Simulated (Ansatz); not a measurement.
## SiO2, one structure, two calculations

Cell: a computed structure from the Materials Project (it need not be an observed phase), taken as it stands.

Space group Cccm (No. 66); a = 10.2855, b = 11.9940, c = 10.0661 Å.

| site | Wyckoff | site symmetry | x | y | z |
| --- | --- | --- | --- | --- | --- |
| Si1 | 16m | 1 | 0.6061 | 0.7850 | 0.8490 |
| Si9 | 4b | 222 | 0.5000 | 0.0000 | 0.7500 |
| O11 | 16m | 1 | 0.5900 | 0.9196 | 0.8407 |
| O19 | 8l | ..m | 0.5822 | 0.7444 | 0.0000 |
| O23 | 8h | .2. | 0.5000 | 0.7294 | 0.7500 |
| O27 | 8k | ..2 | 0.2500 | 0.2500 | 0.8021 |

One atom of each set is listed; the run and its k-mesh use a cell of 30 atoms with edges of 7.90, 7.90, 10.07 Å.

First run. Method: Kohn–Sham DFT in Ansatz, PBE, plane waves and PAW, scalar-relativistic, 420 eV cutoff, Γ-centred 3×3×3 k-points, Fermi–Dirac smearing 0.02 eV.

```tsv
site	V_zz (10²¹ V/m²)	η
Si1	-1.35	0.90
Si9	-2.01	0.26
O11	8.59	0.20
O19	9.13	0.27
O23	8.78	0.23
O27	9.33	0.12
```

Second run. The same atoms and settings, except that the cutoff is 550 eV.

(1) What does the second run give?

Results:

(1) 

```json
{"site": "Si1", "V_zz": "-1.35", "η": "0.90", "change of V_zz": "0.00"}
{"site": "Si9", "V_zz": "-2.00", "η": "0.26", "change of V_zz": "+0.01"}
{"site": "O11", "V_zz": "8.62", "η": "0.20", "change of V_zz": "+0.03"}
{"site": "O19", "V_zz": "9.16", "η": "0.27", "change of V_zz": "+0.03"}
{"site": "O23", "V_zz": "8.81", "η": "0.23", "change of V_zz": "+0.03"}
{"site": "O27", "V_zz": "9.35", "η": "0.12", "change of V_zz": "+0.02"}
```

No V_zz moves by more than 0.03.

The largest force is 0.5 eV/Å, so the atoms aren't at the calculated equilibrium and relaxing them would move these values.
